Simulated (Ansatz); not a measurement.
**Au: the order of phases, without relativity, part 1 of 3**

Aim: relax Au in several structures (fcc, bcc, hcp, sc, diamond) and rank them by energy, without relativity. The runs shown use LAPW. Companion runs by PAW are cited.

Computed with Ansatz 0.2.0 (DFT, PBE, all-electron LAPW, non-relativistic, unless a step's input says otherwise).

## 1. The starting structure

It takes space group Fm-3m (No. 225, cubic). The conventional cell has a = 4.157 Å, b = 4.157 Å, c = 4.157 Å, α = 90.00°, β = 90.00°, γ = 90.00°. Au (site symmetry m-3m) has 12 Au at 2.94 Å as nearest neighbours.

Structure file:

```
CELL_PARAMETERS angstrom
0.00000 2.07863 2.07863
2.07863 0.00000 2.07863
2.07863 2.07863 0.00000
ATOMIC_POSITIONS crystal
Au 0.00000 0.00000 0.00000
```

The PAW steps are scalar-relativistic and only prepare the cells; LAPW drops relativity.

## 2. Fcc relaxed, LAPW

The input, input.yaml:

```yaml
crystal:
  lattice:
    - [0.0, 2.0786344967, 2.0786344967]
    - [2.0786344967, 0.0, 2.0786344967]
    - [2.0786344967, 2.0786344967, 0.0]
  atoms:
    - { symbol: Au, position: [0.0, 0.0, 0.0] }
kpoints:
  mp_grid: { grid: [17, 17, 17] }
scf:
  occupations: { method: fermi_dirac, width: 0.05 }
hamiltonian:
  xc: pbe
  pseudopotentials:
    kind: all_electron
    lapw: { basis_error: 0.0005 }
    relativity: none
output:
  forces: true
  stress: true
  eigenvalues: true
  populations: true
relax:
  f_tol: 0.005
  max_steps: 25
  cell: {}
```

Run with:

```
> ansatz run input.yaml --threads 1 --pin off --max-ram 3072MiB --backend cpu --events-out ev --progress --plain --runs-dir out
```

Output:

```text
The last accepted step is kept in <dir> (removed where the run ends without a failure and the disk answers)
Au: projections on atomic orbitals take those of the free atom 1s2 2s2 2p6 3s2 3p6 3d10 4s2 4p6 4d10 4f14 5s2 5p6 5d10 6s1, of charge +0.00 (hamiltonian.pseudopotentials.projection_atoms)
LAPW: plane waves up to 8.477 Å⁻¹, error target 5.0e-4 eV per atom; Au in spheres of 1.426 Å, 43 of its electrons in bands, Dirac shells []
Engine: ansatz 0.2.0
Pseudopotentials: kind: all_electron
Pseudopotential: Au, LAPW, valence charge 43, Schrödinger's equation, point nucleus
Functional definition: PBE
  parameter kappa = 0.804
  parameter beta = 0.06672455060314922
  exchange = pbe_x(kappa = kappa, mu = beta*pi^2/3)
  correlation = pbe_c(beta = beta)
Crystal: 1 atoms, lattice volume = 17.962 Å³
Basis set: ecut = 273.7893910263017 eV, 169 PW (Γ), exchange–correlation at level 2
Bands: 26, of which v1, the nominal top of the filled ones, is band 22 counted from 1 (21 counted from 0)
Symmetry: 48 space group operations
Space group: Fm-3m (ITA 225), of the structure as read, at distance tolerance 2.6e-5 Å
k-points: 165 of 4913
Non-local potential: Au, projectors of the file, none
Initial density: superposition of atomic densities (chi_scale 0.1, normalization cell)
Initial wavefunctions: plane waves of lowest kinetic energy (no species holds an atomic orbital)
Functional: x = pbe(κ = 0.804, μ = 0.2195149727645171), c = pbe(β = 0.06672455060314922)
iter 1 solved again at ethr=1.38e-4 eV; its pass at ethr=1.00e-1 eV (dr2=5.92e-2 eV) is discarded
SCF iter   1: F=—  HF=-486246.354861 eV  |F-HF|=—  |Δ(HF+E_count)|=         —  Δρ=2.24e-2  dr2=5.93e-2  ethr=1.38e-4  ⟨swp⟩=3.0  Hψ=26166  notcnv=0
preconditioner: auto → none  [insulator: Δε(μ)=0.163 eV  Ē_g=16.299 eV  σ=0.050 eV  W_gap=0.55  n_scr=14 (ndim 8)  ℏωp=29.1 eV  f_vac=0.042  D(μ)=0.19/eV (n_scr^D=0)  ε∞_Penn≈4.2]
iter 2 solved again at ethr=1.83e-6 eV; its pass at ethr=1.38e-4 eV (dr2=7.87e-4 eV) is discarded
SCF iter   2: F=—  HF=-486246.185693 eV  |F-HF|=—  |Δ(HF+E_count)|=   1.69e-1  Δρ=2.72e-3  dr2=7.88e-4  ethr=1.83e-6  ⟨swp⟩=2.0  Hψ=22042  notcnv=0
SCF iter   3: F=—  HF=-486246.168513 eV  |F-HF|=—  |Δ(HF+E_count)|=   1.72e-2  Δρ=3.46e-3  dr2=1.34e-3  ethr=1.83e-6  ⟨swp⟩=2.8  Hψ=12668  notcnv=0
SCF iter   4: F=—  HF=-486246.168017 eV  |F-HF|=—  |Δ(HF+E_count)|=   4.96e-4  Δρ=1.07e-3  dr2=1.24e-4  ethr=1.83e-6  ⟨swp⟩=2.0  Hψ=12467  notcnv=0
SCF iter   5: F=—  HF=-486246.168002 eV  |F-HF|=—  |Δ(HF+E_count)|=   1.47e-5  Δρ=1.45e-4  dr2=2.11e-6  ethr=2.89e-7  ⟨swp⟩=2.0  Hψ=12467  notcnv=0
SCF iter   6: F=-486246.168005 eV  HF=-486246.168005 eV  |F-HF|=1.53e-8  |Δ(HF+E_count)|=   3.17e-6  Δρ=7.79e-6  dr2=5.72e-9  ethr=4.90e-9  ⟨swp⟩=2.3  Hψ=12510  notcnv=0
SCF 1 converged in 6 iterations: F = -486246.168005 eV  dr2 = 5.72e-9
relax step   1: F+E_penalty+E_count = -486246.16800507 eV  Δ(F+E_penalty+E_count) = +0.000e0 eV  max|allowed force component| = 0.000e0 eV/Å  Δτ_max = 0.0000 Å  P = +23.430 GPa  Ω = 17.962 Å³  (6 SCF iters, accepted)
Crystal: 1 atoms, lattice volume = 20.720 Å³
Basis set: ecut = 248.92737999979124 eV, 169 PW (Γ), exchange–correlation at level 2
Initial density: handed on by an earlier stage of this run
Initial wavefunctions: those handed on with the density
iter 1 solved again at ethr=8.98e-7 eV; its pass at ethr=1.00e-1 eV (dr2=3.86e-4 eV) is discarded
SCF iter   1: F=—  HF=-486246.378503 eV  |F-HF|=—  |Δ(HF+E_count)|=         —  Δρ=1.56e-3  dr2=3.78e-4  ethr=8.98e-7  ⟨swp⟩=4.8  Hψ=23892  notcnv=0
preconditioner: auto → Kerker (q_TF=auto, 3.081 Å⁻¹)  [metal: Δε(μ)=0.018 eV  Ē_g=15.385 eV  σ=0.050 eV  W_gap=0.09  n_scr=14 (ndim 8)  ℏωp=27.1 eV  f_vac=0.042  D(μ)=0.45/eV (n_scr^D=0)]
SCF iter   2: F=—  HF=-486246.378379 eV  |F-HF|=—  |Δ(HF+E_count)|=   1.24e-4  Δρ=9.49e-4  dr2=1.72e-4  ethr=8.79e-7  ⟨swp⟩=2.0  Hψ=12481  notcnv=0
SCF iter   3: F=—  HF=-486246.378400 eV  |F-HF|=—  |Δ(HF+E_count)|=   2.07e-5  Δρ=5.41e-4  dr2=7.02e-5  ethr=3.99e-7  ⟨swp⟩=2.0  Hψ=12481  notcnv=0
SCF iter   4: F=—  HF=-486246.378373 eV  |F-HF|=—  |Δ(HF+E_count)|=   2.73e-5  Δρ=3.07e-4  dr2=2.64e-5  ethr=1.63e-7  ⟨swp⟩=2.0  Hψ=12481  notcnv=0
SCF iter   5: F=—  HF=-486246.378382 eV  |F-HF|=—  |Δ(HF+E_count)|=   9.17e-6  Δρ=1.14e-4  dr2=3.80e-6  ethr=6.13e-8  ⟨swp⟩=2.0  Hψ=12485  notcnv=0
iter 6 solved again at ethr=5.57e-10 eV; its pass at ethr=8.83e-9 eV (dr2=2.39e-7 eV) is discarded
SCF iter   6: F=—  HF=-486246.378381 eV  |F-HF|=—  |Δ(HF+E_count)|=   4.68e-7  Δρ=3.91e-5  dr2=2.39e-7  ethr=5.57e-10  ⟨swp⟩=2.0  Hψ=21398  notcnv=0
SCF iter   7: F=-486246.378381 eV  HF=-486246.378381 eV  |F-HF|=7.51e-9  |Δ(HF+E_count)|=   8.23e-8  Δρ=1.06e-5  dr2=1.67e-8  ethr=5.56e-10  ⟨swp⟩=2.1  Hψ=12503  notcnv=0
SCF 2 converged in 7 iterations: F = -486246.378381 eV  dr2 = 1.67e-8
relax step   2: F+E_penalty+E_count = -486246.37838131 eV  Δ(F+E_penalty+E_count) = -2.104e-1 eV  max|allowed force component| = 0.000e0 eV/Å  Δτ_max = 0.0000 Å  P = +3.879 GPa  Ω = 20.720 Å³  (7 SCF iters, accepted)
Crystal: 1 atoms, lattice volume = 21.370 Å³
Basis set: ecut = 243.85364112182518 eV, 169 PW (Γ), exchange–correlation at level 2
iter 1 solved again at ethr=6.46e-8 eV; its pass at ethr=1.00e-1 eV (dr2=2.78e-5 eV) is discarded
SCF iter   1: F=—  HF=-486246.388692 eV  |F-HF|=—  |Δ(HF+E_count)|=         —  Δρ=3.57e-4  dr2=2.04e-5  ethr=6.46e-8  ⟨swp⟩=5.0  Hψ=23623  notcnv=0
preconditioner: auto → Kerker (q_TF=auto, 3.066 Å⁻¹)  [metal: Δε(μ)=0.023 eV  Ē_g=15.108 eV  σ=0.050 eV  W_gap=0.11  n_scr=14 (ndim 8)  ℏωp=26.6 eV  f_vac=0.043  D(μ)=0.45/eV (n_scr^D=0)]
SCF iter   2: F=—  HF=-486246.388669 eV  |F-HF|=—  |Δ(HF+E_count)|=   2.31e-5  Δρ=1.80e-4  dr2=6.67e-6  ethr=4.75e-8  ⟨swp⟩=2.0  Hψ=12481  notcnv=0
SCF iter   3: F=—  HF=-486246.388667 eV  |F-HF|=—  |Δ(HF+E_count)|=   1.18e-6  Δρ=1.38e-4  dr2=4.41e-6  ethr=1.55e-8  ⟨swp⟩=2.0  Hψ=12481  notcnv=0
SCF iter   4: F=—  HF=-486246.388666 eV  |F-HF|=—  |Δ(HF+E_count)|=   1.06e-6  Δρ=6.96e-5  dr2=1.39e-6  ethr=1.03e-8  ⟨swp⟩=2.0  Hψ=12481  notcnv=0
SCF iter   5: F=—  HF=-486246.388667 eV  |F-HF|=—  |Δ(HF+E_count)|=   3.22e-7  Δρ=3.22e-5  dr2=3.17e-7  ethr=3.24e-9  ⟨swp⟩=2.0  Hψ=12481  notcnv=0
iter 6 solved again at ethr=1.89e-11 eV; its pass at ethr=7.37e-10 eV (dr2=8.11e-9 eV) is discarded
SCF iter   6: F=-486246.388667 eV  HF=-486246.388667 eV  |F-HF|=1.46e-9  |Δ(HF+E_count)|=   8.58e-8  Δρ=7.23e-6  dr2=8.10e-9  ethr=1.89e-11  ⟨swp⟩=2.0  Hψ=21416  notcnv=0
SCF 3 converged in 6 iterations: F = -486246.388667 eV  dr2 = 8.10e-9
relax step   3: F+E_penalty+E_count = -486246.38866671 eV  Δ(F+E_penalty+E_count) = -1.029e-2 eV  max|allowed force component| = 0.000e0 eV/Å  Δτ_max = 0.0000 Å  P = +1.281 GPa  Ω = 21.370 Å³  (6 SCF iters, accepted)
Crystal: 1 atoms, lattice volume = 21.752 Å³
Basis set: ecut = 240.98451488815513 eV, 169 PW (Γ), exchange–correlation at level 2
iter 1 solved again at ethr=2.73e-8 eV; its pass at ethr=1.00e-1 eV (dr2=1.17e-5 eV) is discarded
SCF iter   1: F=—  HF=-486246.390162 eV  |F-HF|=—  |Δ(HF+E_count)|=         —  Δρ=2.06e-4  dr2=6.99e-6  ethr=2.73e-8  ⟨swp⟩=5.0  Hψ=23416  notcnv=0
preconditioner: auto → Kerker (q_TF=auto, 3.056 Å⁻¹)  [metal: Δε(μ)=0.046 eV  Ē_g=14.951 eV  σ=0.050 eV  W_gap=0.22  n_scr=14 (ndim 8)  ℏωp=26.4 eV  f_vac=0.055  D(μ)=0.45/eV (n_scr^D=0)]
SCF iter   2: F=—  HF=-486246.390153 eV  |F-HF|=—  |Δ(HF+E_count)|=   9.61e-6  Δρ=9.91e-5  dr2=2.10e-6  ethr=1.63e-8  ⟨swp⟩=2.0  Hψ=12480  notcnv=0
SCF iter   3: F=—  HF=-486246.390152 eV  |F-HF|=—  |Δ(HF+E_count)|=   7.20e-7  Δρ=8.02e-5  dr2=1.51e-6  ethr=4.89e-9  ⟨swp⟩=2.0  Hψ=12480  notcnv=0
SCF iter   4: F=—  HF=-486246.390152 eV  |F-HF|=—  |Δ(HF+E_count)|=   2.79e-7  Δρ=3.91e-5  dr2=4.51e-7  ethr=3.51e-9  ⟨swp⟩=2.0  Hψ=12480  notcnv=0
SCF iter   5: F=—  HF=-486246.390152 eV  |F-HF|=—  |Δ(HF+E_count)|=   8.01e-8  Δρ=1.91e-5  dr2=1.15e-7  ethr=1.05e-9  ⟨swp⟩=2.0  Hψ=12480  notcnv=0
iter 6 solved again at ethr=6.04e-12 eV; its pass at ethr=2.67e-10 eV (dr2=2.60e-9 eV) is discarded
SCF iter   6: F=-486246.390152 eV  HF=-486246.390152 eV  |F-HF|=1.16e-10  |Δ(HF+E_count)|=   3.59e-8  Δρ=3.96e-6  dr2=2.59e-9  ethr=6.04e-12  ⟨swp⟩=2.0  Hψ=21419  notcnv=0
SCF 4 converged in 6 iterations: F = -486246.390152 eV  dr2 = 2.59e-9
relax step   4: F+E_penalty+E_count = -486246.39015173 eV  Δ(F+E_penalty+E_count) = -1.485e-3 eV  max|allowed force component| = 0.000e0 eV/Å  Δτ_max = 0.0000 Å  P = -0.011 GPa  Ω = 21.752 Å³  (6 SCF iters, accepted)
iter 1 solved again at ethr=3.06e-12 eV; its pass at ethr=1.00e-1 eV (dr2=1.32e-9 eV) is discarded
SCF iter   1: F=—  HF=-486246.390152 eV  |F-HF|=—  |Δ(HF+E_count)|=         —  Δρ=2.52e-6  dr2=1.19e-9  ethr=7.51e-12 (applied; sched 3.06e-12)  ⟨swp⟩=6.3  Hψ=25951  notcnv=0  reapply=1
preconditioner: auto → Kerker (q_TF=auto, 3.056 Å⁻¹)  [metal: Δε(μ)=0.045 eV  Ē_g=14.947 eV  σ=0.050 eV  W_gap=0.22  n_scr=14 (ndim 8)  ℏωp=26.4 eV  f_vac=0.055  D(μ)=0.45/eV (n_scr^D=0)]
SCF iter   2: F=-486246.390152 eV  HF=-486246.390152 eV  |F-HF|=6.98e-10  |Δ(HF+E_count)|=   2.37e-8  Δρ=1.99e-6  dr2=7.38e-10  ethr=5.19e-12 (applied; sched 2.77e-12)  ⟨swp⟩=2.0  Hψ=12480  notcnv=0
SCF 5 converged in 2 iterations: F = -486246.390152 eV  dr2 = 7.38e-10
relax step   5: F+E_penalty+E_count = -486246.39015235 eV  Δ(F+E_penalty+E_count) = -6.171e-7 eV  max|allowed force component| = 0.000e0 eV/Å  Δτ_max = 0.0000 Å  P = -0.011 GPa  Ω = 21.752 Å³  stress off target by 1.10e-2 GPa  SCF on the basis re-selected at this cell (its energy is not comparable with the rows above)  (2 SCF iters)
basis re-selected at this cell: Δ(F+E_penalty+E_count) = -6.171e-7 eV, ΔP = -0.000 GPa vs the last step (what re-selecting the basis moved, after the strain that the cell walked since its last selection, with what the two solves' SCF thresholds leave and, on support functions, any second-order correction that the steps lacked; it is no measure of the basis error at this ecutwfc). This SCF's stress stands 1.10e-2 GPa from its target on what of the cell is left free (relax.cell.stress_tol is 5.00e-2 GPa) and its largest allowed force component is 0.00e0 eV/Å (relax.f_tol is 5.00e-3 eV/Å): within both
SCF converged after 2 iterations
Free energy (F): -486246.390152 eV
Harris-Foulkes:  -486246.390152 eV  (|F-HF|=6.98e-10)
Internal energy: -486246.386516 eV  (E = F + TS)
E sigma→0 (E₀):  -486246.388334 eV
Entropy (-TS):   -0.003636 eV (-3.636 meV/atom)
Fermi energy:    19.558679 eV
--- Per-component energies (eV) ---
  E_band       = -4221.833077
  E_kinetic    = 486126.953458
  E_xc         = -9304.767596
  E_electrostatic = -963068.572378  (all electrons and nuclei)
  E_smearing   = -0.003636  (= −TS)
  E_closure    = 0.000000  (closes the sum)
  E_atoms      = -486243.963681  (free atoms, spherical and without spin; not in F)
  Σ components = -486246.390152   (vs F -486246.390152, Δ=0.00e0)
  Basis errors (estimates in eV, not in F): energy 9.6e-5 per atom: plane waves 9.3e-5 (4.9e-5 summed), levels above the bands 1.1e-132, relativity 0.0e0, radial functions 3.1e-6, core shells 7.6e-9; eigenvalues (radial functions only) 2.2e-6; not estimated: angular momenta, meshes, grids; target (lapw.basis_error) 5.0e-4; muffin-tin radii Au 1.520 Å
--- Forces (eV/Å), atoms counted from 1 ---
  atom   1  Au    -0.00000000    -0.00000000    -0.00000000
  max |Σ_I F_I| component: 1.07e-31 eV/Å
--- Stress (GPa, compression-positive) ---
       -0.011013       0.000000       0.000000
        0.000000      -0.011013      -0.000000
        0.000000      -0.000000      -0.011013
  P = ⅓ Tr σ = -0.0110 GPa (-0.110 kbar)
--- Band table (eV; the first three rows and the last of 165) ---
  k-point 0: bands = ["-307.2953", "-307.2953", "-307.2953", "-307.2895", "-307.2895", "-71.5830", "-71.5790", "-71.5790", "-71.5790", "-71.5759", "-71.5759", "-71.5759", "-61.6393", "-31.2944", "-31.2944", "-31.2944", "13.0207", "14.3848", "14.3848", "14.3848", "15.3056", "15.3056", "32.9618", "36.1192", "36.1192", "36.1192"]
  k-point 1: bands = ["-307.2953", "-307.2953", "-307.2953", "-307.2895", "-307.2895", "-71.5830", "-71.5790", "-71.5790", "-71.5790", "-71.5759", "-71.5759", "-71.5759", "-61.6387", "-31.2988", "-31.2951", "-31.2951", "13.1121", "14.3663", "14.4120", "14.4120", "15.2958", "15.2958", "33.0141", "35.4118", "36.1884", "36.1884"]
  k-point 2: bands = ["-307.2953", "-307.2953", "-307.2953", "-307.2895", "-307.2895", "-71.5830", "-71.5790", "-71.5790", "-71.5790", "-71.5759", "-71.5759", "-71.5759", "-61.6373", "-31.3113", "-31.2971", "-31.2971", "13.3573", "14.3449", "14.4815", "14.4815", "15.2787", "15.2787", "32.9220", "34.1574", "36.3699", "36.3699"]
  k-point 164: bands = ["-307.2953", "-307.2953", "-307.2953", "-307.2895", "-307.2895", "-71.5829", "-71.5791", "-71.5791", "-71.5790", "-71.5759", "-71.5759", "-71.5759", "-61.6192", "-31.3849", "-31.3772", "-31.3441", "13.7400", "14.1178", "14.3622", "15.3601", "16.2118", "23.9768", "25.1009", "25.9727", "27.0337", "38.6122"]
--- Relaxed structure (4 steps of the walk, 4 accepted, 1 SCFs on fresh bases) ---
  F+E_penalty+E_count = -486246.39015235 eV   max|allowed force component| = 0.000e0 eV/Å   (the final SCF, on the basis selected at the relaxed cell)
  cell:  # Å, volume = 21.7523 Å³
    - [-8.550671629363194e-34, 2.215602620002672, 2.215602620002672]
    - [2.215602620002672, 5.413837151554388e-35, 2.215602620002672]
    - [2.215602620002672, 2.215602620002672, 1.0986895945931117e-34]
  atoms:
    - { symbol: Au, position: [0.0, 0.0, 0.0] }
--- Löwdin populations: 1 site ---
  site symbol       q [e]
     0     Au     78.8886
  spilling = 0.001410 (of n_electrons = 79.000000)
```

Run time: 1.7 min. Hardware: 1 thread of Arm Neoverse V1, shared host; peak memory 0.43 GiB.

Step by step:

```
step  energy from step 1 (eV/cell)  largest force component (eV/Å)  pressure (GPa)  volume (Å³)
   1                        0.0000                          0.0000           23.43        17.96
   2                       -0.2104                          0.0000            3.88        20.72
   3                       -0.2207                          0.0000            1.28        21.37
   4                       -0.2221                          0.0000           -0.01        21.75
   5                       -0.2221                          0.0000           -0.01        21.75
```

Step 1 is the start. Step 5 repeats the geometry before on a plane-wave basis chosen anew for that cell, so the energy can jump there without any move; the table keeps such jumps.

| input's cell | before | after | change |
| --- | --- | --- | --- |
| a (Å) | 2.940 | 3.133 | +6.6 % |
| b (Å) | 2.940 | 3.133 | +6.6 % |
| c (Å) | 2.940 | 3.133 | +6.6 % |
| volume (Å³/atom) | 17.96 | 21.75 | +21.1 % |

Read from it: pressure -0.01 GPa; no gap.

(Continued in part 2 of 3.)
